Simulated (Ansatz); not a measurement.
**Rh: equation of state with PBEsol**

Crystal: Rh.

```
Rh
1.0
     2.73098    0.00000    0.00000
    -1.36549    2.36510    0.00000
     0.00000    0.00000    4.42849
Rh
2
Direct
  0.33333 0.66667 0.25000
  0.66667 0.33333 0.75000
```

This isn't the form of Rh at room conditions, which is fcc.

| Item | Value |
| --- | --- |
| Program | Ansatz 0.2.0 |
| Task | equation of state |
| Functional | PBEsol |
| Potentials or basis | Ansatz PAW |
| Cutoff | 420 eV |
| Density cutoff | 1680 eV |
| k mesh | 11 × 11 × 6 |
| Occupations | fermi-dirac, width 0.05 eV |
| Spin | no spin polarisation |

```json
{
 "Equilibrium volume": "13.56 Å³/atom",
 "Bulk modulus at fixed shape and positions": "293 GPa",
 "Pressure derivative of the bulk modulus": "5.2"
}
```

Energy against volume, from the lowest point:
| volume (Å³/atom) | energy (meV/atom) |
| --- | --- |
| 13.444 | 0.00 |
| 13.730 | 1.13 |
| 14.016 | 12.48 |
| 14.302 | 32.77 |
| 14.588 | 60.91 |
| 14.874 | 95.94 |
| 15.160 | 136.97 |

All runs of the series together: 9 s on 2 threads of Intel(R) Xeon(R) Platinum 8259CL CPU @ 2.50GHz (Skylake/Cascade Lake), with other jobs on the host.

Caveat: the cell was scaled at fixed shape and fractional positions, which overstates the stiffness of a crystal with free parameters, most of all of layers and chains.
